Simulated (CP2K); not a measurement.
Wanted: the native input for a CP2K 2026.2 run.

```yaml
Task: single point
Functional: PBEsol
Potentials_or_basis: POTENTIAL_UZH Ag GTH-PBE-q11; TZVP-MOLOPT-PBE-GTH basis
Density_cutoff: 6123 eV
k_mesh: 11 × 11 × 11
Occupations: fermi-dirac, width 0.05 eV
Spin: no spin polarisation
SCF_solver: diagonalisation with k points
Quickstep_method: GPW
EPS_DEFAULT: 1.0E-10
EPS_SCF: 1.0E-6
MAX_SCF: 100
SCF_GUESS: ATOMIC
k_points_reduced_by_the_point_group: yes
Mesh_centred_on_Gamma: yes
CHOLESKY: OFF
EPS_EIGVAL: 1.0E-7
MIXING_METHOD: BROYDEN_MIXING
MIXING_ALPHA: 0.4
NBUFFER: 8
NGRIDS: 4
Basis_sets: Ag TZVP-MOLOPT-PBE-GTH-q11
Potentials: Ag GTH-PBE-q11 of POTENTIAL_UZH
ADDED_MOS: "[11]"
REL_CUTOFF_Ry: 60 Ry
MIXING_BETA_1/bohr: 1.5 1/bohr
CUTOFF_of_the_grids: 450 Ry
```

The system is Ag.

```xyz
1
Lattice="2.8889 0.0000 0.0000 1.4444 2.5018 0.0000 1.4444 0.8339 2.3588" Properties=species:S:1:pos:R:3 pbc="T T T"
Ag    0.0000    0.0000    0.0000
```

One way to write it, as run:

ag_scf.inp

```
&GLOBAL
  PROJECT ag_scf
  RUN_TYPE ENERGY_FORCE
  PRINT_LEVEL LOW
&END GLOBAL
&FORCE_EVAL
  METHOD QS
  STRESS_TENSOR ANALYTICAL
  &DFT
    BASIS_SET_FILE_NAME BASIS_MOLOPT_UZH
    POTENTIAL_FILE_NAME POTENTIAL_UZH
    &MGRID
      CUTOFF 450
      REL_CUTOFF 60
      NGRIDS 4
    &END MGRID
    &QS
      METHOD GPW
      EPS_DEFAULT 1.0E-10
    &END QS
    &KPOINTS
      SCHEME MONKHORST-PACK 11 11 11
      GAMMA_CENTERED T
      SYMMETRY T
      SYMMETRY_BACKEND SPGLIB
    &END KPOINTS
    &SCF
      SCF_GUESS ATOMIC
      EPS_SCF 1.0E-6
      MAX_SCF 100
      ADDED_MOS 11
      CHOLESKY OFF
      EPS_EIGVAL 1.0E-7
      &DIAGONALIZATION ON
        ALGORITHM STANDARD
      &END DIAGONALIZATION
      &MIXING ON
        METHOD BROYDEN_MIXING
        ALPHA 0.4
        BETA 1.5
        NBUFFER 8
      &END MIXING
      &SMEAR ON
        METHOD FERMI_DIRAC
        ELECTRONIC_TEMPERATURE [K] 580.226
      &END SMEAR
    &END SCF
    &XC
      &XC_FUNCTIONAL
        &GGA_X_PBE_SOL
        &END GGA_X_PBE_SOL
        &GGA_C_PBE_SOL
        &END GGA_C_PBE_SOL
      &END XC_FUNCTIONAL
    &END XC
    &PRINT
      &KPOINTS ON
      &END KPOINTS
      &MULLIKEN ON
      &END MULLIKEN
      &MO ON
        ENERGIES T
        OCCUPATION_NUMBERS T
        &EACH
          QS_SCF 0
        &END EACH
        ADD_LAST NUMERIC
      &END MO
      &LOWDIN ON
      &END LOWDIN
      &HIRSHFELD ON
        SHAPE_FUNCTION DENSITY
      &END HIRSHFELD
      &E_DENSITY_CUBE ON
        STRIDE 1
      &END E_DENSITY_CUBE
      &V_HARTREE_CUBE ON
        STRIDE 1
      &END V_HARTREE_CUBE
      &ELF_CUBE ON
        STRIDE 1
      &END ELF_CUBE
    &END PRINT
  &END DFT
  &SUBSYS
    &CELL
      A 2.8888847545 0.0000000000 0.0000000000
      B 1.4444423773 2.5018475860 0.0000000000
      C 1.4444423773 0.8339491953 2.3587645248
      PERIODIC XYZ
    &END CELL
    &COORD
      SCALED
      Ag  0.0000000000 0.0000000000 0.0000000000
    &END COORD
    &KIND Ag
      BASIS_SET TZVP-MOLOPT-PBE-GTH-q11
      POTENTIAL GTH-PBE-q11
    &END KIND
    &PRINT
      &ATOMIC_COORDINATES ON
      &END ATOMIC_COORDINATES
      &CELL ON
      &END CELL
    &END PRINT
  &END SUBSYS
  &PRINT
    &FORCES ON
    &END FORCES
    &STRESS_TENSOR ON
    &END STRESS_TENSOR
  &END PRINT
&END FORCE_EVAL
```

Potentials or basis: POTENTIAL_UZH Ag GTH-PBE-q11; TZVP-MOLOPT-PBE-GTH basis.

Launch:

```sh
$ OMP_NUM_THREADS=1 cp2k.psmp -i ag_scf.inp -o ag_scf.out
```

Results of the run:

```yaml
Pressure: -2.3 GPa
Band_gap_on_the_k_mesh: none (metal or under the smearing width)
```

Caveat: the potentials were made for another functional, which shifts forces and pressure; the basis of atomic orbitals isn't converged, which shifts pressures, moduli and gaps.

Wall time 2.5 min on 1 thread of Intel(R) Xeon(R) 6975P-C (Granite Rapids), with other jobs on the host, peak memory 0.37 GiB.
